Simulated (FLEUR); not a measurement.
# CdSe (Cadmoselite) (P6_3mc) in FLEUR: further runs

Runs on CdSe (Cadmoselite). Level: RPBE. Tasks: band structure, equation of state.

Program: FLEUR MaX-R8.1 (later development tree). These are calculated values, not measurements. Logs are shortened: lines on timing, memory, paths and dates and some standing lists are left out, and cuts for length are marked.

**The experiment to reproduce.**

From a printed reference work, data compilation, for a bulk crystal of CdSe at 2 K: band gap 1.841 eV.

How close the calculation comes is told below.

### 1 Starting point

Symmetry: P6_3mc, No. 186, hexagonal system. The conventional cell has a = 4.300 Å, b = 4.300 Å, c = 7.020 Å, α = 90.00°, β = 90.00°, γ = 120.00°. Cd (site symmetry 3m) has 4 Se at 2.61 to 2.70 Å as nearest neighbours. Se (site symmetry 3m) has 4 Cd at 2.61 to 2.70 Å as nearest neighbours.

### 2 Band structure, RPBE

The input, inp.xml:

```xml
<?xml version="1.0" encoding="UTF-8" standalone="no"?>
<fleurInput fleurInputVersion="0.39">
   <comment>
      CdSe                                                                                                
   </comment>
   <calculationSetup>
      <cutoffs Kmax="3.95" Gmax="12.3" GmaxXC="12.3" numbands="0"/>
      <scfLoop itmax="60" minDistance="0.00001" maxIterBroyd="15" imix="Anderson" alpha="0.05" precondParam="0.0" spinf="2.0" sdNocoIR="T"/>
      <coreElectrons ctail="T" frcor="F" kcrel="0" coretail_lmax="0"/>
      <xcFunctional name="Rpbe" relativisticCorrections="F"/>
      <magnetism jspins="1"/>
      <soc l_soc="F" theta="0.0" phi="0.0" spav="F"/>
      <expertModes spex="0" secvar="F"/>
      <geometryOptimization l_f="F" forcealpha="1.0" forcemix="BFGS" epsdisp="0.00001" epsforce="0.00001"/>
      <ldaU l_linMix="F" mixParam="0.05" spinf="1.0"/>
   </calculationSetup>
   <cell>
      <bzIntegration valenceElectrons="72.0" mode="hist" fermiSmearingEnergy="0.00183747">
         <kPointListSelection listName="default-1"/>
         <!-- k-points included here -->
         <xi:include xmlns:xi="http://www.w3.org/2001/XInclude" href="kpts.xml"> </xi:include>
      </bzIntegration>
      <!-- symmetry operations included here -->
      <xi:include xmlns:xi="http://www.w3.org/2001/XInclude" href="sym.xml"> </xi:include>
      <bulkLattice scale="1.0">
         <bravaisMatrix>
[... 33 lines left out ...]
         <lo type="SCLO" l="1" n="4" eDeriv="2"/>
         <lo type="SCLO" l="3" n="4" eDeriv="2"/>
      </species>
   </atomSpecies>
   <atomGroups>
      <atomGroup species="Cadmium (Cd)">
         <relPos label="                   1">-1.000/3.000 1.000/3.000 1.000/2.000</relPos>
         <relPos label="                   2">1.000/3.000 -1.000/3.000 .0000000000</relPos>
         <force calculate="T" relaxXYZ="TTT"/>
      </atomGroup>
      <atomGroup species="Selenium (Se)">
         <relPos label="                   3">-1.000/3.000 1.000/3.000 -.1150000000</relPos>
         <relPos label="                   4">1.000/3.000 -1.000/3.000 .3850000000</relPos>
         <force calculate="T" relaxXYZ="TTT"/>
      </atomGroup>
   </atomGroups>
   <output dos="F" band="F" slice="F">
      <checks vchk="F" cdinf="F"/>
      <bandDOS minEnergy="-.5*Htr" maxEnergy="0.5*Htr" sigma="0.015" storeEVData="T"/>
      <vacuumDOS vacdos="F" integ="F" star="F" nstars="0" locx1="0.0" locy1="0.0" locx2="0.0" locy2="0.0" nstm="0" tworkf="0.0"/>
      <unfoldingBand unfoldBand="F" supercellX="1" supercellY="1" supercellZ="1"/>
      <plotting iplot="0" polar="F">
         <plot TwoD="T" vec1="  1.0  0.0  0.0" vec2="  0.0  1.0  0.0" vec3="  0.0  0.0  1.0" zero="  0.0  0.0  0.0" file="plot"/>
      </plotting>
      <chargeDensitySlicing numkpt="0" minEigenval="0.0" maxEigenval="0.0" nnne="0" pallst="F"/>
      <specialOutput eonly="F"/>
      <moessbauerParams electricFieldGradient="T" isomerShift="T" coreHyperfine="T" valenceHyperfine="T"/>
      <magneticCircularDichroism mcd="F" energyLo="-10.0" energyUp="0.0"/>
   </output>
  <!-- We include the file relax.xml here to enable relaxations (see documentation) -->
  <xi:include xmlns:xi="http://www.w3.org/2001/XInclude" href="relax.xml"> <xi:fallback/> </xi:include>
</fleurInput>
```

The input, crystal.txt:

```
CdSe
&input cartesian=F /
4.3000000000  0.0000000000  0.0000000000
-2.1500000000  3.7239092363  0.0000000000
0.0000000000  0.0000000000  7.0200000000
1.8897261246
1.0 1.0 1.0

4
48 0.6666666667  0.3333333333  0.5000000000
48 0.3333333333  0.6666666667  0.0000000000
34 0.6666666667  0.3333333333  0.8850000000
34 0.3333333333  0.6666666667  0.3850000000

&kpt div1=7 div2=7 div3=4 gamma=T /
```

The input, inp.xml (bands):

```
<?xml version="1.0" encoding="UTF-8" standalone="no"?>
<fleurInput fleurInputVersion="0.39">
   <comment>
      CdSe                                                                                                
   </comment>
   <calculationSetup>
      <cutoffs Kmax="3.95" Gmax="12.3" GmaxXC="12.3" numbands="0"/>
      <scfLoop itmax="60" minDistance="0.00001" maxIterBroyd="15" imix="Anderson" alpha="0.05" precondParam="0.0" spinf="2.0" sdNocoIR="T"/>
      <coreElectrons ctail="T" frcor="F" kcrel="0" coretail_lmax="0"/>
      <xcFunctional name="Rpbe" relativisticCorrections="F"/>
      <magnetism jspins="1"/>
      <soc l_soc="F" theta="0.0" phi="0.0" spav="F"/>
      <expertModes spex="0" secvar="F"/>
      <geometryOptimization l_f="F" forcealpha="1.0" forcemix="BFGS" epsdisp="0.00001" epsforce="0.00001"/>
      <ldaU l_linMix="F" mixParam="0.05" spinf="1.0"/>
   </calculationSetup>
   <cell>
      <bzIntegration valenceElectrons="72.0" mode="hist" fermiSmearingEnergy="0.00183747">
         <kPointListSelection listName="path-1"/>
         <!-- k-points included here -->
         <xi:include xmlns:xi="http://www.w3.org/2001/XInclude" href="kpts.xml"> </xi:include>
      </bzIntegration>
      <!-- symmetry operations included here -->
      <xi:include xmlns:xi="http://www.w3.org/2001/XInclude" href="sym.xml"> </xi:include>
      <bulkLattice scale="1.0">
         <bravaisMatrix>
[... 32 lines left out ...]
         <lo type="SCLO" l="0" n="4" eDeriv="2"/>
         <lo type="SCLO" l="1" n="4" eDeriv="2"/>
         <lo type="SCLO" l="3" n="4" eDeriv="2"/>
      </species>
   </atomSpecies>
   <atomGroups>
      <atomGroup species="Cadmium (Cd)">
         <relPos label="                   1">-1.000/3.000 1.000/3.000 1.000/2.000</relPos>
         <relPos label="                   2">1.000/3.000 -1.000/3.000 .0000000000</relPos>
         <force calculate="T" relaxXYZ="TTT"/>
      </atomGroup>
      <atomGroup species="Selenium (Se)">
         <relPos label="                   3">-1.000/3.000 1.000/3.000 -.1150000000</relPos>
         <relPos label="                   4">1.000/3.000 -1.000/3.000 .3850000000</relPos>
         <force calculate="T" relaxXYZ="TTT"/>
      </atomGroup>
   </atomGroups>
   <output dos="F" band="T" slice="F">
      <checks vchk="F" cdinf="F"/>
      <bandDOS minEnergy="-.5*Htr" maxEnergy="0.5*Htr" sigma="0.015" storeEVData="T"/>
      <vacuumDOS vacdos="F" integ="F" star="F" nstars="0" locx1="0.0" locy1="0.0" locx2="0.0" locy2="0.0" nstm="0" tworkf="0.0"/>
      <unfoldingBand unfoldBand="F" supercellX="1" supercellY="1" supercellZ="1"/>
      <plotting iplot="0" polar="F">
         <plot TwoD="T" vec1="  1.0  0.0  0.0" vec2="  0.0  1.0  0.0" vec3="  0.0  0.0  1.0" zero="  0.0  0.0  0.0" file="plot"/>
      </plotting>
      <chargeDensitySlicing numkpt="0" minEigenval="0.0" maxEigenval="0.0" nnne="0" pallst="F"/>
      <specialOutput eonly="F"/>
      <moessbauerParams electricFieldGradient="T" isomerShift="T" coreHyperfine="T" valenceHyperfine="T"/>
      <magneticCircularDichroism mcd="F" energyLo="-10.0" energyUp="0.0"/>
   </output>
  <!-- We include the file relax.xml here to enable relaxations (see documentation) -->
  <xi:include xmlns:xi="http://www.w3.org/2001/XInclude" href="relax.xml"> <xi:fallback/> </xi:include>
</fleurInput>
```

Potentials or basis: all-electron, FLAPW.

Run with:

```console
> inpgen -f crystal.txt -profile fastHighL
> # inp.xml edited to the form shown
> fleur_MPI
> fleur_MPI   # second run, on inp.xml (bands)
```

Log:

```text
Welcome to FLEUR        (www.flapw.de)
      MaX-Release 8.1          (www.max-centre.eu)

 ========== k-point set info ==========
 Selected k-point list: default-1
 k-point list type: mesh
 7 x 7 x 4
 Number of k points: 24

 ------------Calculation Setup---------------------------
 Number of MPI-tasks      :            1
 Number of PE/node        :            1
 Number of OMP-threads    :            1
 Most efficient MPI parallelization for:
           1           2           3           4           6           8          12          24
 Additional eigenvalue parallelization possible
 Number of basis functions:          938
 Approximate size of matrices (H+S) per k-point:         0.026 GB
 --------------------------------------------------------
 Iteration:     1   Distance:       6.37656457 me/bohr^3
 Iteration:     2   Distance:       5.77692377 me/bohr^3
 Iteration:     3   Distance:       3.34473911 me/bohr^3
 Iteration:     4   Distance:       1.31379450 me/bohr^3
 Iteration:     5   Distance:       1.00263423 me/bohr^3
 Iteration:     6   Distance:       0.21751816 me/bohr^3
 Iteration:     7   Distance:       0.15832161 me/bohr^3
 Iteration:     8   Distance:       0.06927703 me/bohr^3
 Iteration:     9   Distance:       0.00946781 me/bohr^3
 Iteration:    10   Distance:       0.00825682 me/bohr^3
 Iteration:    11   Distance:       0.00190260 me/bohr^3
 Iteration:    12   Distance:       0.00112870 me/bohr^3
 Iteration:    13   Distance:       0.00060098 me/bohr^3
 Iteration:    14   Distance:       0.00009046 me/bohr^3
 Iteration:    15   Distance:       0.00008691 me/bohr^3
 Iteration:    16   Distance:       0.00008125 me/bohr^3
 Iteration:    17   Distance:       0.00004591 me/bohr^3
 Iteration:    18   Distance:       0.00001393 me/bohr^3
 Iteration:    19   Distance:       0.00000643 me/bohr^3

 ********************************************************************
 Run finished successfully
 Stop message:
   all done
 ********************************************************************
```

Wall time 5.5 min (1 thread of Arm Neoverse V2, shared host); peak memory 0.11 GiB.

What came out:

- Free energy: -436842.2468 eV
- Band gap on the k mesh: 1.10 eV, direct
- Band gap along the path: 1.10 eV, direct
- Valence electrons inside the program's atomic spheres: Cd 18.37; Se 13.62 (radii Cd 2.47, Se 2.1 bohr)

Levels at the corners of the path, in eV from the valence-band top:
```
point  band 34  band 35  band 36  band 37  band 38  band 39
    Γ    -0.01     0.00     0.00     1.10     2.43     6.08
    M    -1.81    -1.18    -0.82     3.50     3.61     5.12
    K    -1.73    -1.73    -1.72     4.76     4.97     4.97
    Γ    -0.01     0.00     0.00     1.10     2.43     6.08
    A    -0.36    -0.36    -0.36     2.64     2.64     6.11
    L    -1.35    -1.26    -1.26     3.31     3.31     5.04
    H    -2.39    -1.04    -1.04     4.06     4.06     6.28
    A    -0.36    -0.36    -0.36     2.64     2.64     6.11
    L    -1.35    -1.26    -1.26     3.31     3.31     5.04
    M    -1.81    -1.18    -0.82     3.50     3.61     5.12
    K    -1.73    -1.73    -1.72     4.76     4.97     4.97
    H    -2.39    -1.04    -1.04     4.06     4.06     6.28
```

Core levels (eV from the Fermi level):
```
atom                                                                                                                             levels
1 Cd  1s1/2 -26506.5, 2s1/2 -3930.0, 2p1/2 -3657.0, 2p3/2 -3464.6, 3s1/2 -728.8, 3p1/2 -619.6, 3p3/2 -585.2, 3d3/2 -392.5, 3d5/2 -385.5
2 Cd  1s1/2 -26506.5, 2s1/2 -3930.0, 2p1/2 -3657.0, 2p3/2 -3464.6, 3s1/2 -728.8, 3p1/2 -619.6, 3p3/2 -585.2, 3d3/2 -392.5, 3d5/2 -385.5
3 Se                              1s1/2 -12494.8, 2s1/2 -1599.3, 2p1/2 -1433.2, 2p3/2 -1391.5, 3s1/2 -206.8, 3p1/2 -150.1, 3p3/2 -144.2
4 Se                              1s1/2 -12494.8, 2s1/2 -1599.3, 2p1/2 -1433.2, 2p3/2 -1391.5, 3s1/2 -206.8, 3p1/2 -150.1, 3p3/2 -144.2
```

### 3 Equation of state, RPBE, 26.42 Å³/atom (volume scaled by 0.94)

Changes to inp.xml since step 2:

```diff
@@ -6,3 +6,3 @@
    <calculationSetup>
-      <cutoffs Kmax="3.95" Gmax="12.3" GmaxXC="12.3" numbands="0"/>
+      <cutoffs Kmax="4.07" Gmax="12.6" GmaxXC="12.6" numbands="0"/>
       <scfLoop itmax="60" minDistance="0.00001" maxIterBroyd="15" imix="Anderson" alpha="0.05" precondParam="0.0" spinf="2.0" sdNocoIR="T"/>
@@ -24,3 +24,3 @@
       <xi:include xmlns:xi="http://www.w3.org/2001/XInclude" href="sym.xml"> </xi:include>
-      <bulkLattice scale="1.0">
+      <bulkLattice scale="0.9795861087">
          <bravaisMatrix>
@@ -34,3 +34,3 @@
       <species name="Cadmium (Cd)" element="Cd" atomicNumber="48">
-         <mtSphere radius="2.47" gridPoints="817" logIncrement="0.016"/>
+         <mtSphere radius="2.4" gridPoints="817" logIncrement="0.016"/>
          <atomicCutoffs lmax="10" lnonsphr="8"/>
@@ -48,3 +48,3 @@
       <species name="Selenium (Se)" element="Se" atomicNumber="34">
-         <mtSphere radius="2.1" gridPoints="695" logIncrement="0.018"/>
+         <mtSphere radius="2.04" gridPoints="695" logIncrement="0.018"/>
          <atomicCutoffs lmax="8" lnonsphr="6"/>
```

Potentials or basis: all-electron, FLAPW.

Run with:

```console
> inpgen -f crystal.txt -profile fastHighL
> # inp.xml edited to the form shown
> fleur_MPI
```

Wall time 5.2 min (1 thread of Arm Neoverse V2, shared host); peak memory 0.11 GiB.

It converged, with:

```
Free energy                                           : -436841.9305 eV
Band gap on the k mesh                                : 1.24 eV, direct
Valence electrons inside the program's atomic spheres : Cd 18.26; Se 13.44 (radii Cd 2.4, Se 2.04 bohr)
```

Caveat: the plane-wave cutoff is short for the semicore states, which can make moduli rough.

### 4 Equation of state, RPBE, 26.98 Å³/atom (volume scaled by 0.96)

Changes to inp.xml since step 3:

```diff
@@ -24,3 +24,3 @@
       <xi:include xmlns:xi="http://www.w3.org/2001/XInclude" href="sym.xml"> </xi:include>
-      <bulkLattice scale="0.9795861087">
+      <bulkLattice scale="0.9864848297">
          <bravaisMatrix>
```

Run with:

```console
> inpgen -f crystal.txt -profile fastHighL
> # inp.xml edited to the form shown
> fleur_MPI
```

Run time: 5.1 min. Hardware: 1 thread of Arm Neoverse V2, shared host; peak memory 0.11 GiB.

The run converged. Its results:

```yaml
Free_energy: -436842.0488 eV
Band_gap_on_the_k_mesh: 1.19 eV, direct
Valence_electrons_inside_the_program's_atomic_spheres: Cd 18.24; Se 13.43 (radii Cd 2.4, Se 2.04 bohr)
```

Caveat: the plane-wave cutoff is short for the semicore states, which can make moduli rough.

### 5 Equation of state, RPBE, 28.10 Å³/atom

Changes to inp.xml since step 4:

```diff
@@ -24,3 +24,3 @@
       <xi:include xmlns:xi="http://www.w3.org/2001/XInclude" href="sym.xml"> </xi:include>
-      <bulkLattice scale="0.9864848297">
+      <bulkLattice scale="1.0000000000">
          <bravaisMatrix>
```

Run with:

```console
> inpgen -f crystal.txt -profile fastHighL
> # inp.xml edited to the form shown
> fleur_MPI
```

It took 6.1 min on 1 thread of Arm Neoverse V2, shared host; peak memory 0.11 GiB.

It converged, with:

| Quantity | Value |
| --- | --- |
| Free energy | -436842.2252 eV |
| Band gap on the k mesh | 1.10 eV, direct |
| Valence electrons inside the program's atomic spheres | Cd 18.21; Se 13.41 (radii Cd 2.4, Se 2.04 bohr) |

Caveat: the plane-wave cutoff is short for the semicore states, which can make moduli rough.

### 6 Equation of state, RPBE, 29.23 Å³/atom (volume scaled by 1.04)

Changes to inp.xml since step 5:

```diff
@@ -24,3 +24,3 @@
       <xi:include xmlns:xi="http://www.w3.org/2001/XInclude" href="sym.xml"> </xi:include>
-      <bulkLattice scale="1.0000000000">
+      <bulkLattice scale="1.0131594038">
          <bravaisMatrix>
```

Potentials or basis: all-electron, FLAPW.

Run with:

```console
> inpgen -f crystal.txt -profile fastHighL
> # inp.xml edited to the form shown
> fleur_MPI
```

Run time: 6.8 min. Hardware: 1 thread of Arm Neoverse V2, shared host; peak memory 0.12 GiB.

It converged, with:

```
Free energy                                           : -436842.3321 eV
Band gap on the k mesh                                : 1.01 eV, direct
Valence electrons inside the program's atomic spheres : Cd 18.18; Se 13.39 (radii Cd 2.4, Se 2.04 bohr)
```

Caveat: the plane-wave cutoff is short for the semicore states, which can make moduli rough.

### 7 Equation of state, RPBE, 29.79 Å³/atom (volume scaled by 1.06)

Changes to inp.xml since step 6:

```diff
@@ -24,3 +24,3 @@
       <xi:include xmlns:xi="http://www.w3.org/2001/XInclude" href="sym.xml"> </xi:include>
-      <bulkLattice scale="1.0131594038">
+      <bulkLattice scale="1.0196128224">
          <bravaisMatrix>
```

Run with:

```console
> inpgen -f crystal.txt -profile fastHighL
> # inp.xml edited to the form shown
> fleur_MPI
```

It took 7.1 min on 1 thread of Arm Neoverse V2, shared host; peak memory 0.13 GiB.

Results (log left out):

| Item | Value |
| --- | --- |
| Free energy | -436842.3649 eV |
| Band gap on the k mesh | 0.96 eV, direct |
| Valence electrons inside the program's atomic spheres | Cd 18.17; Se 13.38 (radii Cd 2.4, Se 2.04 bohr) |

Caveat: the plane-wave cutoff is short for the semicore states, which can make moduli rough.

### 8 Equation of state, RPBE

This step only gathers the single runs of the series.

What came out:

```
Equilibrium volume                        : 31.14 Å³/atom (rough: see the caveat)
Bulk modulus at fixed shape and positions : 38 GPa (rough)
```

Energy against volume, from the lowest point:
```tsv
volume (Å³/atom)	energy (meV/atom)
26.416	108.59
26.978	79.02
28.102	34.93
29.227	8.20
29.789	0.00
```

Caveat: the minimum lies outside the volumes run; the plane-wave cutoff is short for the semicore states, which can make moduli rough; the cell was scaled at fixed shape and fractional positions, which overstates the stiffness of a crystal with free parameters, most of all of layers and chains.

[end of part 1 of 2]
